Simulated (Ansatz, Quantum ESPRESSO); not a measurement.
# Tuning the work function of W(100), part 8 of 11

Which overlayers raise and which lower the work function of W(100), and does electronegativity predict it?

Quantum ESPRESSO 7.5; plane-wave DFT, PBE, GBRV ultrasoft pseudopotentials; geometry by Ansatz 0.2.0 with PAW datasets.

So far. Step 10 (Projections on atomic orbitals, S overlayer): The atomic orbitals miss 0.2 % of the occupied states; for empty states the projections can miss much more. Step 11 (Relaxation with Ansatz, Se overlayer): The relaxation lowers the energy by 36 meV an atom. Held were the atoms numbered 1, 2 and 3; the forces quoted are those on the free ones.

## Step 12: Self-consistent run, Se overlayer

Level of this step: plane-wave DFT, PBE, GBRV ultrasoft pseudopotentials (Quantum ESPRESSO 7.5).

Input file Se.esm.in:

```
&control
  prefix = 'Se.esm'
  outdir = './out'
  pseudo_dir = './pseudo'
  calculation = 'scf'
  tprnfor = .true.
/
&system
  ibrav = 0
  nat = 6
  ntyp = 2
  ecutwfc = 40
  ecutrho = 200
  occupations = 'smearing'
  smearing = 'mv'
  degauss = 0.02
  assume_isolated = 'esm'
  esm_bc = 'bc1'
/
&electrons
  conv_thr = 1e-07
  mixing_beta = 0.4
  electron_maxstep = 120
  mixing_mode = 'local-TF'
/
ATOMIC_SPECIES
  W   183.8400  w_pbe_v1.2.uspp.F.UPF
  Se  78.9710  se_pbe_v1.uspp.F.UPF
CELL_PARAMETERS angstrom
  3.16000000000000 0.00000000000000 0.00000000000000
  0.00000000000000 3.16000000000000 0.00000000000000
  0.00000000000000 0.00000000000000 25.32000000000000
ATOMIC_POSITIONS crystal
  W   0.000000000000 0.000000000000 -0.154893954986
  W   0.500000000000 0.500000000000 -0.092492691186
  W   0.000000000000 0.000000000000 -0.030091427286
  W   0.500000000000 0.500000000000 0.030956038191
  W   0.000000000000 0.000000000000 0.096878891956
  Se  0.500000000000 0.500000000000 0.154893954986
K_POINTS automatic
  8 8 1 0 0 0
```

Launch:

```bash
$ OMP_NUM_THREADS=1 mpirun -n 4 pw.x -nk 4 -in Se.esm.in > Se.esm.out
```

Output:

```text
[banner, memory and clock lines left out]
Program PWSCF v.7.5 starts

          URL

     Message from routine setup:
     using ibrav=0 with symmetry is DISCOURAGED, use correct ibrav instead

     G-vector sticks info

     bravais-lattice index     =            0
     lattice parameter (alat)  =       5.9715  a.u.
     unit-cell volume          =    1706.2178 (a.u.)^3
     number of atoms/cell      =            6
     number of atomic types    =            2
     number of electrons       =        76.00
     number of Kohn-Sham states=           46
     kinetic-energy cutoff     =      40.0000  Ry
     charge density cutoff     =     200.0000  Ry
     scf convergence threshold =      1.0E-07
     mixing beta               =       0.4000
     number of iterations used =            8  local-TF  mixing
     Exchange-correlation= SLA  PW   PBE  PBE
                           (   1   4   3   4   0   0   0)

     Effective Screening Medium Method
     Boundary Conditions: Vacuum-Slab-Vacuum
     total charge in unit cell        =   0.0000
     grid points for fit at edges     =        4

     celldm(1)=   5.971535  celldm(2)=   0.000000  celldm(3)=   0.000000
     celldm(4)=   0.000000  celldm(5)=   0.000000  celldm(6)=   0.000000

     crystal axes: (cart. coord. in units of alat)
               a(1) = (   1.000000   0.000000   0.000000 )
               a(2) = (   0.000000   1.000000   0.000000 )
               a(3) = (   0.000000   0.000000   8.012658 )

     reciprocal axes: (cart. coord. in units 2 pi/alat)
               b(1) = (  1.000000  0.000000  0.000000 )
               b(2) = (  0.000000  1.000000  0.000000 )
               b(3) = (  0.000000  0.000000  0.124803 )

     PseudoPot. # 1 for W  read from file:
     ./pseudo/w_pbe_v1.2.uspp.F.UPF
     Pseudo is Ultrasoft + core correction, Zval = 14.0
     Generated by new atomic code, or converted to UPF format
     Using radial grid of  923 points,  8 beta functions with:
                l(1) =   0
                l(2) =   0
                l(3) =   0
                l(4) =   1
                l(5) =   1
                l(6) =   2
                l(7) =   2
                l(8) =   3
     Q(r) pseudized with  6 coefficients,  rinner =    1.350   1.350   1.350
                                                       1.350   1.350   1.350
                                                       1.350

     PseudoPot. # 2 for Se read from file:
     ./pseudo/se_pbe_v1.uspp.F.UPF
     Pseudo is Ultrasoft + core correction, Zval =  6.0
     Generated by new atomic code, or converted to UPF format
     Using radial grid of  877 points,  6 beta functions with:
                l(1) =   0
                l(2) =   0
                l(3) =   1
                l(4) =   1
                l(5) =   2
                l(6) =   2
     Q(r) pseudized with  8 coefficients,  rinner =    1.300   1.300   1.300
                                                       1.300   1.300

     atomic species   valence    mass     pseudopotential
     W                14.00   183.84000     W ( 1.00)
     Se                6.00    78.97100     Se( 1.00)

      8 Sym. Ops. (no inversion) found

   Cartesian axes

     site n.     atom                  positions (alat units)
         1        W      tau(   1) = (   0.0000000   0.0000000  -1.2411123  )
         2        W      tau(   2) = (   0.5000000   0.5000000  -0.7411123  )
         3        W      tau(   3) = (   0.0000000   0.0000000  -0.2411123  )
         4        W      tau(   4) = (   0.5000000   0.5000000   0.2480402  )
         5        W      tau(   5) = (   0.0000000   0.0000000   0.7762575  )
         6        Se     tau(   6) = (   0.5000000   0.5000000   1.2411123  )

     number of k points=    15  Marzari-Vanderbilt smearing, width (Ry)=  0.0200
                       cart. coord. in units 2pi/alat
        k(    1) = (   0.0000000   0.0000000   0.0000000), wk =   0.0312500
        k(    2) = (   0.0000000   0.1250000   0.0000000), wk =   0.1250000
        k(    3) = (   0.0000000   0.2500000   0.0000000), wk =   0.1250000
        k(    4) = (   0.0000000   0.3750000   0.0000000), wk =   0.1250000
        k(    5) = (   0.0000000  -0.5000000   0.0000000), wk =   0.0625000
        k(    6) = (   0.1250000   0.1250000   0.0000000), wk =   0.1250000
        k(    7) = (   0.1250000   0.2500000   0.0000000), wk =   0.2500000
        k(    8) = (   0.1250000   0.3750000   0.0000000), wk =   0.2500000
        k(    9) = (   0.1250000  -0.5000000   0.0000000), wk =   0.1250000
        k(   10) = (   0.2500000   0.2500000   0.0000000), wk =   0.1250000
        k(   11) = (   0.2500000   0.3750000   0.0000000), wk =   0.2500000
        k(   12) = (   0.2500000  -0.5000000   0.0000000), wk =   0.1250000
        k(   13) = (   0.3750000   0.3750000   0.0000000), wk =   0.1250000
        k(   14) = (   0.3750000  -0.5000000   0.0000000), wk =   0.1250000
        k(   15) = (  -0.5000000  -0.5000000   0.0000000), wk =   0.0312500

     Dense  grid:    81503 G-vectors     FFT dimensions: (  27,  27, 216)

     Smooth grid:    57953 G-vectors     FFT dimensions: (  25,  25, 200)

     Initial potential from superposition of free atoms

     starting charge      75.4982, renormalised to      76.0000

     negative rho (up, down):  3.201E-01 0.000E+00
     Starting wfcs are   69 randomized atomic wfcs

     per-process dynamical memory:    85.5 Mb

     Self-consistent Calculation

     iteration #  1     ecut=    40.00 Ry     beta= 0.40
     Davidson diagonalization with overlap
     ethr =  1.00E-02,  avg # of iterations =  1.6

     negative rho (up, down):  3.226E-01 0.000E+00

     total energy              =    -838.99518069 Ry
     estimated scf accuracy    <      14.40916090 Ry

     iteration #  2     ecut=    40.00 Ry     beta= 0.40
     Davidson diagonalization with overlap
     ethr =  1.00E-02,  avg # of iterations =  1.0

     negative rho (up, down):  3.280E-01 0.000E+00

     total energy              =    -838.88988599 Ry
     estimated scf accuracy    <       4.44714662 Ry

     iteration #  3     ecut=    40.00 Ry     beta= 0.40
     Davidson diagonalization with overlap
     ethr =  5.85E-03,  avg # of iterations =  1.0

     negative rho (up, down):  3.319E-01 0.000E+00

     total energy              =    -838.87005174 Ry
     estimated scf accuracy    <       0.68843103 Ry

     iteration #  4     ecut=    40.00 Ry     beta= 0.40
     Davidson diagonalization with overlap
     ethr =  9.06E-04,  avg # of iterations =  9.0

     negative rho (up, down):  3.307E-01 0.000E+00

[...]
-42.3020 -42.1658 -42.1416 -42.0679 -18.9418 -11.9826 -10.8639  -9.8217
    -9.4931  -9.2355  -8.7325  -8.3550  -7.1804  -6.9498  -6.6984  -6.4636
    -6.1985  -5.9375  -5.3956  -5.2430  -5.2421  -4.6928  -4.5362  -3.8843
    -3.6263  -3.2975  -3.0885  -2.8140  -2.6380  -2.1077

          k = 0.0000 0.3750 0.0000 (  7240 PWs)   bands (ev):

   -78.6206 -78.4389 -78.3339 -78.3189 -78.2598 -43.2437 -43.2162 -43.0413
   -42.9166 -42.7772 -42.7260 -42.6433 -42.6328 -42.4415 -42.3763 -42.3681
   -42.3003 -42.2597 -42.1352 -42.0661 -18.4416 -11.3881 -10.7020 -10.1520
    -9.4882  -8.8938  -8.5070  -7.7027  -7.4364  -7.1903  -6.8907  -6.6120
    -6.0540  -5.7594  -5.7378  -5.2365  -5.0356  -4.7546  -4.2983  -3.8935
    -3.7828  -3.1497  -2.7529  -2.5859  -2.3372  -1.4461

          k = 0.0000-0.5000 0.0000 (  7184 PWs)   bands (ev):

   -78.6182 -78.4288 -78.3256 -78.3244 -78.2688 -43.2785 -43.2597 -43.0428
   -42.9863 -42.7560 -42.7246 -42.6423 -42.5511 -42.4402 -42.3982 -42.3784
   -42.3194 -42.2963 -42.1287 -42.0685 -18.1993 -11.7544 -10.2255 -10.1226
    -9.5979  -8.5473  -8.1888  -7.6256  -7.5808  -7.3851  -6.7672  -6.6973
    -6.5925  -6.0219  -5.5292  -5.1725  -4.9233  -4.8198  -3.7740  -3.7068
    -3.2720  -2.8162  -2.7990  -2.7155  -2.1517  -1.5535

          k = 0.1250 0.1250 0.0000 (  7287 PWs)   bands (ev):

   -78.6304 -78.4709 -78.3562 -78.3043 -78.2351 -43.0351 -43.0042 -42.9854
   -42.8697 -42.8338 -42.8199 -42.6765 -42.5900 -42.5614 -42.3432 -42.3152
   -42.2689 -42.1713 -42.0890 -42.0749 -19.2109 -12.5414 -11.0326  -9.8589
    -9.2972  -9.2877  -8.4212  -8.3890  -7.6713  -7.1703  -6.9867  -6.2334
    -6.1858  -6.1365  -5.3016  -5.1982  -4.7850  -4.5401  -4.3048  -4.1491
    -3.5961  -3.3440  -2.9868  -2.6110  -2.5832  -1.9694

          k = 0.1250 0.2500 0.0000 (  7281 PWs)   bands (ev):

   -78.6247 -78.4550 -78.3453 -78.3103 -78.2460 -43.1180 -43.1004 -43.0072
   -42.8777 -42.8326 -42.8101 -42.7286 -42.5888 -42.5311 -42.3711 -42.3196
   -42.2909 -42.1962 -42.1014 -42.0901 -18.8042 -11.6810 -10.5407  -9.5041
    -9.4257  -8.9158  -8.4358  -8.2862  -7.6273  -7.3004  -6.9708  -6.8513
    -6.5392  -6.3258  -6.1682  -5.2913  -4.9581  -4.6513  -4.4213  -3.6775
    -3.4675  -3.1763  -2.8171  -2.6711  -2.3556  -2.2306

          k = 0.1250 0.3750 0.0000 (  7253 PWs)   bands (ev):

   -78.6192 -78.4363 -78.3317 -78.3185 -78.2598 -43.2096 -43.1876 -43.0642
   -42.9387 -42.8152 -42.7731 -42.7073 -42.5973 -42.4864 -42.4008 -42.3511
   -42.3007 -42.2225 -42.1320 -42.0954 -18.3237 -11.1234 -10.4447  -9.8411
    -9.3057  -8.7852  -8.2275  -7.8864  -7.7307  -7.3471  -7.0654  -6.9014
    -6.5082  -6.1561  -5.9382  -5.4107  -5.1173  -4.6280  -4.4368  -3.7581
    -3.3026  -2.9498  -2.7441  -2.4807  -1.9960  -1.7306

          k = 0.1250-0.5000 0.0000 (  7286 PWs)   bands (ev):

   -78.6169 -78.4274 -78.3243 -78.3231 -78.2674 -43.2443 -43.2262 -43.0621
   -43.0173 -42.7885 -42.7794 -42.6607 -42.5939 -42.4519 -42.4149 -42.3944
   -42.2910 -42.2543 -42.1392 -42.0979 -18.0918 -11.5164  -9.9084  -9.8253
    -9.4791  -8.4606  -8.3948  -7.6865  -7.6761  -7.4942  -6.9588  -6.9024
    -6.8620  -5.9459  -5.8629  -5.4333  -4.8631  -4.4863  -4.3506  -3.7780
    -2.8752  -2.7389  -2.5298  -2.4835  -2.2104  -1.4757

          k = 0.2500 0.2500 0.0000 (  7281 PWs)   bands (ev):

   -78.6201 -78.4431 -78.3366 -78.3134 -78.2522 -43.1101 -43.0780 -43.0637
   -42.9160 -42.9022 -42.8621 -42.7465 -42.6446 -42.5273 -42.3923 -42.3116
   -42.3010 -42.2063 -42.1365 -42.0911 -18.4401 -10.9254  -9.7606  -9.4126
    -9.0801  -8.8443  -8.2030  -8.0276  -7.8784  -7.5683  -7.3354  -7.2467
    -6.9820  -6.8197  -6.5776  -5.9927  -4.7177  -4.6306  -4.5403  -3.5241
    -3.1631  -3.1025  -2.4476  -2.1110  -1.9869  -1.9156

          k = 0.2500 0.3750 0.0000 (  7315 PWs)   bands (ev):

   -78.6156 -78.4300 -78.3263 -78.3176 -78.2601 -43.1669 -43.1168 -43.1049
   -43.0233 -42.8900 -42.8380 -42.7214 -42.6437 -42.5551 -42.4061 -42.3739
   -42.2740 -42.2159 -42.1692 -42.1135 -18.0134 -10.5225 -10.0983  -9.4244
    -8.8266  -8.7013  -8.3225  -8.2693  -7.7382  -7.3131  -7.2534  -7.1150
    -6.9567  -6.6228  -6.5768  -6.0350  -4.7590  -4.5973  -4.1187  -3.4335
    -3.0089  -2.7434  -2.2079  -2.1324  -1.8245  -1.4116

          k = 0.2500-0.5000 0.0000 (  7344 PWs)   bands (ev):

   -78.6137 -78.4241 -78.3213 -78.3198 -78.2641 -43.1666 -43.1580 -43.1288
   -43.0991 -42.8460 -42.8388 -42.7081 -42.5969 -42.5008 -42.4990 -42.4336
   -42.2571 -42.1904 -42.1730 -42.1505 -17.8098 -10.9765  -9.8632  -9.3625
    -9.0504  -8.4842  -8.4361  -8.1045  -8.0531  -7.3319  -7.2927  -6.9511
    -6.7104  -6.4401  -6.3337  -5.6872  -4.8178  -4.5607  -3.6457  -3.3506
    -2.7661  -2.7301  -2.2628  -1.9000  -1.5168  -1.3925

          k = 0.3750 0.3750 0.0000 (  7350 PWs)   bands (ev):

   -78.6120 -78.4235 -78.3206 -78.3168 -78.2605 -43.2342 -43.1671 -43.0769
   -43.0109 -42.9552 -42.7881 -42.7249 -42.6768 -42.5900 -42.4622 -42.3773
   -42.3541 -42.2409 -42.1719 -42.1061 -17.6549 -10.3149  -9.9743  -9.9138
    -9.2091  -8.6076  -8.1521  -8.0185  -7.6590  -7.5178  -7.4516  -7.1445
    -6.7779  -6.5870  -6.2458  -5.9938  -4.1284  -3.7968  -3.6145  -2.9558
    -2.7561  -2.3934  -2.2207  -1.7429  -1.3331  -1.2403

          k = 0.3750-0.5000 0.0000 (  7348 PWs)   bands (ev):

   -78.6105 -78.4208 -78.3182 -78.3165 -78.2608 -43.2437 -43.2407 -43.0677
   -43.0533 -42.8556 -42.8238 -42.7173 -42.6177 -42.5837 -42.5172 -42.4804
   -42.3241 -42.2878 -42.1310 -42.1242 -17.4868 -10.5113 -10.2259  -9.6688
    -9.5017  -8.6873  -8.3327  -7.8470  -7.8306  -7.5004  -7.4839  -6.9595
    -6.6457  -6.6229  -5.6774  -5.5453  -3.8637  -3.5224  -2.9240  -2.8279
    -2.5543  -2.0484  -1.8946  -1.6461  -1.3014  -1.1351

          k =-0.5000-0.5000 0.0000 (  7320 PWs)   bands (ev):

   -78.6091 -78.4194 -78.3169 -78.3152 -78.2595 -43.2852 -43.2852 -43.0502
   -43.0502 -42.7653 -42.7574 -42.7574 -42.6807 -42.5984 -42.5757 -42.4263
   -42.3712 -42.3712 -42.1115 -42.1115 -17.3370 -10.3018 -10.3018  -9.9680
    -9.9270  -8.8107  -8.3524  -7.8405  -7.8405  -7.4616  -7.4616  -7.1548
    -6.5104  -6.5104  -4.9743  -4.9743  -3.7350  -2.5695  -2.4394  -2.2442
    -2.2441  -1.7601  -1.7168  -1.1430  -1.0725  -0.9849

     the Fermi energy is    -4.4204 ev

!    total energy              =    -839.07849811 Ry
     estimated scf accuracy    <       0.00000007 Ry
     smearing contrib. (-TS)   =       0.00102199 Ry
     internal energy E=F+TS    =    -839.07952011 Ry

     The total energy is F=E-TS. E is the sum of the following terms:
     one-electron contribution =   11156.69533927 Ry
     hartree contribution      =   -5604.53836558 Ry
     xc contribution           =    -235.72737076 Ry
     ewald contribution        =   -6155.50912303 Ry

     convergence has been achieved in  35 iterations

     negative rho (up, down):  3.327E-01 0.000E+00

     Forces acting on atoms (cartesian axes, Ry/au):

     atom    1 type  1   force =     0.00000000    0.00000000    0.05823939
     atom    2 type  1   force =     0.00000000    0.00000000   -0.07276115
     atom    3 type  1   force =     0.00000000    0.00000000    0.01481019
     atom    4 type  1   force =     0.00000000    0.00000000    0.00247285
     atom    5 type  1   force =     0.00000000    0.00000000   -0.00366659
     atom    6 type  2   force =     0.00000000    0.00000000    0.00114380

     Total force =     0.094479     Total SCF correction =     0.001367

     XML data file, charge density, pseudopotentials, collected wavefunctions

                                        0.00s GPU  (    1024 calls)

Note: The following floating-point exceptions are signalling: IEEE_DIVIDE_BY_ZERO IEEE_UNDERFLOW_FLAG IEEE_DENORMAL
Note: The following floating-point exceptions are signalling: IEEE_DIVIDE_BY_ZERO IEEE_UNDERFLOW_FLAG IEEE_DENORMAL
Note: The following floating-point exceptions are signalling: IEEE_DIVIDE_BY_ZERO IEEE_UNDERFLOW_FLAG IEEE_DENORMAL
Note: The following floating-point exceptions are signalling: IEEE_DIVIDE_BY_ZERO IEEE_UNDERFLOW_FLAG IEEE_DENORMAL
```

It took 2.5 min on 4 MPI ranks of Intel Xeon at 2.70GHz, shared host; peak memory 0.99 GiB; 9.9 min of CPU time.

Read from the output:

```
free energy                                                    : -11416.2446 eV
Fermi energy                                                   : -4.420 eV
vacuum line at the lower end of the cell, over the Fermi level : 4.252 eV
vacuum line at the upper end of the cell, over the Fermi level : 4.589 eV
```

The potential energy, planar mean oscillates, so the rows of the table below give means over windows of 1.58 Å about each position, cut where the curve ends. Its maxima inside the range that stand out by 2 % of the span (Å: eV): -3.2: -7.94, -1.5: -8.53, 0.0: -8.84, 1.6: -7.18, 3.2: -8.80. Its minima: -3.9: -10.1, -2.3: -10.7, -0.7: -10.8, 0.7: -10.7, 2.5: -11.1, 3.9: -16.5.

Electrostatic potential energy of an electron; zero at the Fermi level. Potential energy, planar mean against z; means over each step:

| z (Å) | potential energy, planar mean (eV) |
| --- | --- |
| -11.87 | 4.25 |
| -10.29 | 4.25 |
| -8.71 | 4.25 |
| -7.13 | 4.19 |
| -5.55 | 2.37 |
| -3.97 | -8.04 |
| -2.39 | -9.43 |
| -0.81 | -9.70 |
| 0.77 | -9.37 |
| 2.35 | -9.51 |
| 3.93 | -10.9 |
| 5.51 | 3.50 |
| 7.09 | 4.57 |
| 8.67 | 4.59 |
| 10.25 | 4.59 |
| 11.83 | 4.59 |

The covered face stands at 4.59 eV against 4.14 eV when clean.

Inside the slab this potential holds the local part of the pseudopotentials, which can be repulsive at the nuclei; only its value in the vacuum has a meaning of its own.

[end of part 8 of 11]

[Logs are printed without paths, hosts, clocks, repeated set-up lines and the standing remarks that a program may print on its own settings, such as how far it seeks lower states.]

[Hosts, paths, dates, database ids (printed as entryN), source tags and the programs' standing remarks are cut or masked in the printed files.]

[Maps of the electrostatic potential energy from Ansatz leave out the sawtooth potential of an applied field or a dipole correction, so their vacuum need not be flat; planar profiles and work functions include it.]
